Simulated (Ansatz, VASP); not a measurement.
MnAs in VASP and in Ansatz

File INCAR:

```
ALGO = Normal ; EDIFF = 1E-6
ENCUT = 520 ; GGA = PE
ISIF = 2 ; ISMEAR = 0
LASPH = T ; LCHARG = T
LELF = T ; LREAL = F
LVHAR = T ; LWAVE = F
NBANDS = 16 ; NELM = 60
PREC = Accurate ; SIGMA = 0.05
```

Contents of KPOINTS:

```
k-points
0
Gamma
  12 12 12
```

The input POSCAR:

```
MnAs
1.0
    0.0000000000      2.8299541856      2.8299541856
    2.8299541856      0.0000000000      2.8299541856
    2.8299541856      2.8299541856      0.0000000000
Mn As
1 1
Direct
    0.0000000000      0.0000000000      0.0000000000
    0.2500000000      0.2500000000      0.2500000000
```

Input for Ansatz:

```yaml
crystal:
  lattice:
    - [0.0, 2.8299541856, 2.8299541856]
    - [2.8299541856, 0.0, 2.8299541856]
    - [2.8299541856, 2.8299541856, 0.0]
  atoms:
    - { symbol: Mn, position: [0.0, 0.0, 0.0] }
    - { symbol: As, position: [0.25, 0.25, 0.25] }
basis:
  ecutwfc: 420
  ecutrho_ratio: 4
kpoints:
  mp_grid: { grid: [12, 12, 12] }
hamiltonian:
  xc: pbe
scf:
  occupations: { method: gaussian, width: 0.05 }
output:
  forces: true
  stress: true
  eigenvalues: true
```

Alike in both runs: task single point; functional PBE; k mesh 12 × 12 × 12; occupations gaussian, width 0.05 eV; no spin polarisation.

|  | VASP | Ansatz |
| --- | --- | --- |
| version | VASP 6.6.1 | Ansatz 0.2.0 |
| potentials or method | VASP PAW PBE potentials, release 64 (Mn_pv, As) | scalar-relativistic, plane waves, PAW |
| plane-wave cutoff (eV) | 520 | 420 |
| valence electrons in the cell | 18 | 30 |

|  | VASP | Ansatz | Ansatz less VASP |
| --- | --- | --- | --- |
| gap on the k mesh at the Fermi level (eV) | none | none | - |
| pressure (GPa) | -13.1 | -13.1 | -0.07 |

A gap of «none» marks a metal or a gap that the smearing closes. The two sets of potentials don't hold the same shells in valence.

Spin polarisation is off, so any magnetic state and its effect on volume and gap are missing.
